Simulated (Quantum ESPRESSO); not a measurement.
Input of a Quantum ESPRESSO 7.5 run:

pw.in

```
&CONTROL
  calculation = 'scf'
  prefix = 'pwscf'
  outdir = './tmp'
  pseudo_dir = './pseudo'
  tprnfor = .true.
  tstress = .true.
  disk_io = 'low'
/
&SYSTEM
  ibrav = 0
  nat = 1
  ntyp = 1
  ecutwfc = 45
  ecutrho = 360
  nbnd = 12
  occupations = 'smearing'
  smearing = 'fd'
  degauss = 0.00367493
/
&ELECTRONS
  conv_thr = 2d-10
  electron_maxstep = 120
  mixing_beta = 0.5
/
ATOMIC_SPECIES
Nb    92.9064 nb_pbesol_v1.uspp.F.UPF
CELL_PARAMETERS angstrom
  -1.6639500000    1.6639500000    1.6639500000
   1.6639500000   -1.6639500000    1.6639500000
   1.6639500000    1.6639500000   -1.6639500000
ATOMIC_POSITIONS crystal
Nb     0.0000000000    0.0000000000    0.0000000000
K_POINTS automatic
11 11 11 0 0 0
```

The input bands.in:

```
&CONTROL
  calculation = 'bands'
  prefix = 'pwscf'
  outdir = './tmp'
  pseudo_dir = './pseudo'
  disk_io = 'low'
  verbosity = 'high'
/
&SYSTEM
  ibrav = 0
  nat = 1
  ntyp = 1
  ecutwfc = 45
  ecutrho = 360
  nbnd = 12
  occupations = 'smearing'
  smearing = 'fd'
  degauss = 0.00367493
/
&ELECTRONS
  conv_thr = 1d-08
  electron_maxstep = 120
  mixing_beta = 0.5
  diago_full_acc = .true.
  startingwfc = 'random'
/
ATOMIC_SPECIES
Nb    92.9064 nb_pbesol_v1.uspp.F.UPF
CELL_PARAMETERS angstrom
  -1.6639500000    1.6639500000    1.6639500000
   1.6639500000   -1.6639500000    1.6639500000
   1.6639500000    1.6639500000   -1.6639500000
ATOMIC_POSITIONS crystal
Nb     0.0000000000    0.0000000000    0.0000000000
K_POINTS crystal
60
 0.0000000000  0.0000000000  0.0000000000 1
 0.0416666667 -0.0416666667  0.0416666667 1
 0.0833333333 -0.0833333333  0.0833333333 1
 0.1250000000 -0.1250000000  0.1250000000 1
 0.1666666667 -0.1666666667  0.1666666667 1
 0.2083333333 -0.2083333333  0.2083333333 1
 0.2500000000 -0.2500000000  0.2500000000 1
 0.2916666667 -0.2916666667  0.2916666667 1
 0.3333333333 -0.3333333333  0.3333333333 1
 0.3750000000 -0.3750000000  0.3750000000 1
 0.4166666667 -0.4166666667  0.4166666667 1
 0.4583333333 -0.4583333333  0.4583333333 1
 0.5000000000 -0.5000000000  0.5000000000 1
 0.4375000000 -0.4375000000  0.5000000000 1
 0.3750000000 -0.3750000000  0.5000000000 1
 0.3125000000 -0.3125000000  0.5000000000 1
 0.2500000000 -0.2500000000  0.5000000000 1
 0.1875000000 -0.1875000000  0.5000000000 1
 0.1250000000 -0.1250000000  0.5000000000 1
 0.0625000000 -0.0625000000  0.5000000000 1
 0.0000000000  0.0000000000  0.5000000000 1
 0.0000000000  0.0000000000  0.4444444444 1
 0.0000000000  0.0000000000  0.3888888889 1
 0.0000000000  0.0000000000  0.3333333333 1
 0.0000000000  0.0000000000  0.2777777778 1
 0.0000000000  0.0000000000  0.2222222222 1
 0.0000000000  0.0000000000  0.1666666667 1
 0.0000000000  0.0000000000  0.1111111111 1
 0.0000000000  0.0000000000  0.0555555556 1
 0.0000000000  0.0000000000  0.0000000000 1
 0.0227272727  0.0227272727  0.0227272727 1
 0.0454545455  0.0454545455  0.0454545455 1
 0.0681818182  0.0681818182  0.0681818182 1
 0.0909090909  0.0909090909  0.0909090909 1
 0.1136363636  0.1136363636  0.1136363636 1
 0.1363636364  0.1363636364  0.1363636364 1
 0.1590909091  0.1590909091  0.1590909091 1
 0.1818181818  0.1818181818  0.1818181818 1
 0.2045454545  0.2045454545  0.2045454545 1
 0.2272727273  0.2272727273  0.2272727273 1
 0.2500000000  0.2500000000  0.2500000000 1
 0.2708333333  0.1875000000  0.2708333333 1
 0.2916666667  0.1250000000  0.2916666667 1
 0.3125000000  0.0625000000  0.3125000000 1
 0.3333333333  0.0000000000  0.3333333333 1
 0.3541666667 -0.0625000000  0.3541666667 1
 0.3750000000 -0.1250000000  0.3750000000 1
 0.3958333333 -0.1875000000  0.3958333333 1
 0.4166666667 -0.2500000000  0.4166666667 1
 0.4375000000 -0.3125000000  0.4375000000 1
 0.4583333333 -0.3750000000  0.4583333333 1
 0.4791666667 -0.4375000000  0.4791666667 1
 0.5000000000 -0.5000000000  0.5000000000 1
 0.2500000000  0.2500000000  0.2500000000 1
 0.2083333333  0.2083333333  0.2916666667 1
 0.1666666667  0.1666666667  0.3333333333 1
 0.1250000000  0.1250000000  0.3750000000 1
 0.0833333333  0.0833333333  0.4166666667 1
 0.0416666667  0.0416666667  0.4583333333 1
 0.0000000000  0.0000000000  0.5000000000 1
```

Potentials or basis: GBRV 1.5 PBEsol.

The run is started by

```bash
$ OMP_NUM_THREADS=1 mpirun -n 2 pw.x -nk 2 -in pw.in > pw.out
$ OMP_NUM_THREADS=1 mpirun -n 2 pw.x -nk 2 -in bands.in > bands.out
```

Problem. What does it give for the pressure?

Solution. -8.3 GPa.

Problem. Predict the band gap on the k mesh.

Solution. None (metal or under the smearing width).

Levels at the corners of the path, in eV from the Fermi level:
```
point  band 3  band 4  band 5  band 6  band 7  band 8  band 9  band 10
    Γ  -29.64  -29.64   -5.86    0.41    0.41    0.41    3.24     3.24
    H  -30.51  -30.51   -3.57   -3.57    5.51    5.51    5.51     8.89
    N  -30.04  -29.65   -3.60   -1.56    2.21    3.26    3.92     6.26
    Γ  -29.64  -29.64   -5.86    0.41    0.41    0.41    3.24     3.24
    P  -30.29  -30.29   -1.04   -1.04   -1.04    4.05    4.05     9.16
    H  -30.51  -30.51   -3.57   -3.57    5.51    5.51    5.51     8.89
    P  -30.29  -30.29   -1.04   -1.04   -1.04    4.05    4.05     9.16
    N  -30.04  -29.65   -3.60   -1.56    2.21    3.26    3.92     6.26
```
